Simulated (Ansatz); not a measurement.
# Li: stress in a strained cell

Li is deformed so: equal xy, yz and zx engineering shear strains of -3 %. What stress and forces result, by LAPW, PAW and all-electron datasets made for the crystal?

Program: Ansatz 0.2.0. Level of theory: DFT PBE, scalar-relativistic. These are calculated values, not measurements.

### 1 Starting point

Symmetry: P6_3/mmc, No. 194, hexagonal system. Conventional cell: a = 3.111 Å, b = 3.111 Å, c = 5.093 Å, α = 90.00°, β = 90.00°, γ = 120.00°. Around Li (site symmetry -6m2) lie 12 Li at 3.11 to 3.12 Å.

Structure file:

```
CELL_PARAMETERS angstrom
3.11100 0.00000 0.00000
-1.55550 2.69421 0.00000
0.00000 0.00000 5.09300
ATOMIC_POSITIONS crystal
Li 0.33333 0.66667 0.25000
Li 0.66667 0.33333 0.75000
```

Atoms are numbered in the order of the input: Li1, Li2.

### 2 After the deformation

Space group P6_3/mmc before, P-1 after.

### 3 Full-potential LAPW

Input file input.yaml:

```yaml
crystal:
  lattice:
    - [3.1110021516, -0.0466650323, -0.0466650323]
    - [-1.5959141792, 2.7175394106, -0.0170805873]
    - [-0.076395, -0.076395, 5.093]
  atoms:
    - { symbol: Li, position: [0.3333333333, 0.6666666667, 0.25] }
    - { symbol: Li, position: [0.6666666667, 0.3333333333, 0.75] }
kpoints:
  mp_grid: { grid: [15, 15, 8] }
  band_path:
    path:
      - [0.0, 0.0, 0.0]
      - [0.0, 0.0, 0.5]
      - [-0.5, 0.5, 0.0]
      - [0.0, 0.0, 0.0]
      - [0.0, -0.5, 0.0]
      - [-0.5, 0.0, 0.5]
      - [0.0, 0.0, 0.0]
      - [-0.5, 0.0, 0.0]
      - [0.0, -0.5, 0.5]
    npoints: 5
scf:
  occupations: { method: fermi_dirac, width: 0.08 }
hamiltonian:
  xc: pbe
  pseudopotentials: { kind: all_electron, lapw: { basis_error: 0.0005 } }
output:
  forces: true
  stress: true
  eigenvalues: true
```

Launch:

```bash
$ ansatz run input.yaml --threads 1 --pin off --max-ram 3072MiB --backend cpu --events-out ev --progress --plain --runs-dir out
```

### 4 PAW with frozen cores

Input file input.yaml:

```yaml
crystal:
  lattice:
    - [3.1110021516, -0.0466650323, -0.0466650323]
    - [-1.5959141792, 2.7175394106, -0.0170805873]
    - [-0.076395, -0.076395, 5.093]
  atoms:
    - { symbol: Li, position: [0.3333333333, 0.6666666667, 0.25] }
    - { symbol: Li, position: [0.6666666667, 0.3333333333, 0.75] }
kpoints:
  mp_grid: { grid: [15, 15, 8] }
scf:
  occupations: { method: fermi_dirac, width: 0.08 }
hamiltonian:
  xc: pbe
  pseudopotentials: { kind: paw }
output:
  forces: true
  stress: true
  eigenvalues: true
  efg: { contact_densities: true }
```

### 5 All-electron PAW on datasets made for the crystal

input.yaml: that of step 4 with these lines changed.

```diff
@@ -14,3 +14,3 @@
   xc: pbe
-  pseudopotentials: { kind: paw }
+  pseudopotentials: { kind: all_electron, datasets: crystal }
 output:
```

(Steps that only read results are left out.)

**Question.** What will these runs give? Wanted: pressure; largest shear or deviatoric stress.

The runs gave:

| quantity | value |
| --- | --- |
| pressure | LAPW -0.66, PAW -0.66, crystal datasets -0.66 GPa |
| largest shear or deviatoric stress (LAPW) | 0.19 GPa |

**Reading.** The largest part of the stress beyond the pressure is 0.19 GPa in size, in the xy component; the atoms are carried along and not relaxed. No run of the undeformed cell stands beside it, so the pressure holds what the given cell had before the change. PAW: stress within 0.01 GPa of LAPW. Crystal datasets: stress within 0.01 GPa of LAPW.
